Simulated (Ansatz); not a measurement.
The system is Ga.

```
Ga
1.0
     1.38300   -4.02650    0.00000
     1.38300    4.02650    0.00000
    -0.11745    0.00000    3.32993
Ga
2
Direct
  0.13100 0.86900 0.75000
  0.86900 0.13100 0.25000
```

This isn't the form of Ga at room conditions, which is orthorhombic.

```yaml
Program: Ansatz 0.2.0
Task: relaxation of cell and atoms
Functional: PBEsol
Potentials_or_basis: all-electron LAPW, relativistic spinors
Basis_error_allowed: 0.001 eV/atom
k_mesh: 7 × 7 × 6
Occupations: fermi-dirac, width 0.05 eV
Spin: spin-orbit coupling, no magnetisation
```

At the start: volume 18.54 Å³/atom.

Task: How do energy, volume and symmetry change on relaxing?

Result: Over 10 steps the energy falls by 18.4 meV/atom and the volume is 18.07 Å³/atom (-2.6 %); space group C2/c (No. 15, to 0.05 Å).

Step by step:
```csv
step,energy change (eV),largest force (eV/Å),volume (Å³)
1,0.0000,0.1408,37.09
2,-0.0102,0.0214,35.82
3,-0.0116,0.0019,36.06
4,-0.0140,0.0240,36.05
5,-0.0171,0.0199,36.12
6,-0.0304,0.0691,35.96
7,-0.0355,0.0222,36.48
8,-0.0368,0.0083,36.16
9,-0.0369,0.0003,36.13
10,-0.0369,0.0003,36.13
```

Final structure:
```xyz
2
Lattice="1.3075 -4.0449 -0.0321 1.3075 4.0449 -0.0321 -0.1882 0.0000 3.4205" Properties=species:S:1:pos:R:3 pbc="T T T"
Ga    1.1663    2.9807    2.5333
Ga    1.2604   -2.9807    0.8231
```

Caveat: the k mesh is thin for a metal, which can move the energy by tens of meV per atom.
